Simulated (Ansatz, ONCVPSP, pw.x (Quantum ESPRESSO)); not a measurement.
# What a changed setting does to a pw.x run (bcc Al)

Potential: optimised norm-conserving Vanderbilt (ONCV), ONCVPSP 4.0.1.1 (patched build), PBE; core [Ne], reference 3s2 3p1; waves: 3s: rc 2.10 bohr, ncon 4, nbas 7, qcut 3.9 1/bohr, 3 projectors, debl 3.5 Ha; 3p: rc 1.90 bohr, ncon 4, nbas 9, qcut 5 1/bohr, local; d scattering state at 0.15 Ha: rc 1.90 bohr, ncon 4, nbas 8, qcut 5.1 1/bohr, 3 projectors, debl 3.8 Ha; local part: the p channel; core correction: none.

The reference run (k-mesh 14³, cutoffs 35/140 Ry, Fermi–Dirac 0.01 Ry, mixing_beta 0.4, conv_thr 1e-9, no spin) gives 0.90 GPa at 16.945 Å³/atom, where all-electron LAPW gives 0.07 GPa. This run, with its own iteration cap, changes degauss to 1e-05, a wrong or extreme entry chosen on purpose.

```
&control
  calculation='scf', prefix='x', pseudo_dir='./', outdir='./tmp', tstress=.true., disk_io='none'
/
&system
  ibrav=0, nat=1, ntyp=1, ecutwfc=35, ecutrho=140, nbnd=8,
  occupations='smearing', smearing='fd', degauss=1e-05
/
&electrons
  conv_thr=1e-09, mixing_beta=0.4, electron_maxstep=70
/
ATOMIC_SPECIES
Al 1.0 Al.UPF
CELL_PARAMETERS angstrom
  -1.61805716 1.61805716 1.61805716
  1.61805716 -1.61805716 1.61805716
  1.61805716 1.61805716 -1.61805716
ATOMIC_POSITIONS crystal
Al 0.0000 0.0000 0.0000
K_POINTS automatic
14 14 14 0 0 0
```

```bash
pw.x < Al.scf.in > Al.scf.out
```

Q: How does the run end?

A: It converges in 5 iterations; the free energy moves by +13.0 meV/atom and the pressure by +0.13 GPa. With next to no smearing the run approaches the zero-width result on this mesh, which converges more slowly with k-points.

```
Message from routine setup:
     using ibrav=0 with symmetry is DISCOURAGED, use correct ibrav instead
     lattice parameter (alat)  =       5.2961  a.u.
     unit-cell volume          =     114.3505 (a.u.)^3
     number of electrons       =         3.00
     number of Kohn-Sham states=            8
     kinetic-energy cutoff     =      35.0000  Ry
     charge density cutoff     =     140.0000  Ry
     scf convergence threshold =      1.0E-09
     Exchange-correlation= PBE
     number of k points=   104  Fermi-Dirac smearing, width (Ry)=  0.0000
     iteration #  1     ecut=    35.00 Ry     beta= 0.40
     total energy              =      -4.14014669 Ry
     estimated scf accuracy    <       0.00495814 Ry
     iteration #  2     ecut=    35.00 Ry     beta= 0.40
     total energy              =      -4.13991375 Ry
     estimated scf accuracy    <       0.00167396 Ry
     iteration #  3     ecut=    35.00 Ry     beta= 0.40
     total energy              =      -4.13993425 Ry
     estimated scf accuracy    <       0.00000089 Ry
     iteration #  4     ecut=    35.00 Ry     beta= 0.40
     total energy              =      -4.13993461 Ry
     estimated scf accuracy    <       0.00000012 Ry
     iteration #  5     ecut=    35.00 Ry     beta= 0.40
     the Fermi energy is     7.7404 ev
!    total energy              =      -4.13993461 Ry
     estimated scf accuracy    <          2.3E-11 Ry
     smearing contrib. (-TS)   =      -0.00000023 Ry
     The total energy is F=E-TS. E is the sum of the following terms:
     one-electron contribution =       2.80231276 Ry
     hartree contribution      =       0.00475054 Ry
     xc contribution           =      -1.59113163 Ry
     ewald contribution        =      -5.35586606 Ry
     convergence has been achieved in   5 iterations
          total   stress  (Ry/bohr**3)                   (kbar)     P=       10.28
     Message from routine punch:
     Nothing written, as per user request (disk_io='none')
```

The run took about 3.6 s on one core of a shared host (Neoverse-N1, 64 threads, 124 GiB, load 61).
